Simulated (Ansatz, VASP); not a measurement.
# One calculation of MgO, two programs

```
Mg O
1.0
     3.31529    0.00000    0.00000
    -1.65764    2.87112    0.00000
     0.00000    0.00000    5.12155
Mg O
2 2
Direct
  0.33333 0.66667 0.00632
  0.66667 0.33333 0.50632
  0.33333 0.66667 0.39828
  0.66667 0.33333 0.89828
```

Alike in both runs: functional PBE; k mesh 9 × 9 × 6; occupations gaussian, width 0.02 eV; no spin polarisation.

Ansatz relaxed the structure, and its values are those at the end. VASP's run is a single point on that final structure, the one shown.

```csv
,VASP,Ansatz
version,VASP 6.6.1,Ansatz 0.2.0
potentials or method,"VASP PAW PBE potentials, release 64 (Mg, O)","scalar-relativistic, plane waves, PAW"
plane-wave cutoff (eV),520,520
valence electrons in the cell,16,32
```

|  | VASP | Ansatz | Ansatz less VASP |
| --- | --- | --- | --- |
| gap on the k mesh at the Fermi level (eV) | 3.39 | 3.41 | +0.020 |
| least direct gap on the mesh (eV) | 3.39 | 3.41 | +0.020 |
| pressure (GPa) | -0.5 | 0.0 | +0.44 |

The functional is the same, so the differences come from potentials, cutoffs and numerics. The two sets of potentials don't hold the same shells in valence.

Caveats: an odd mesh through Γ misses points on the zone boundary, where band edges often lie. As with any semilocal functional, this PBE gap is likely too small.
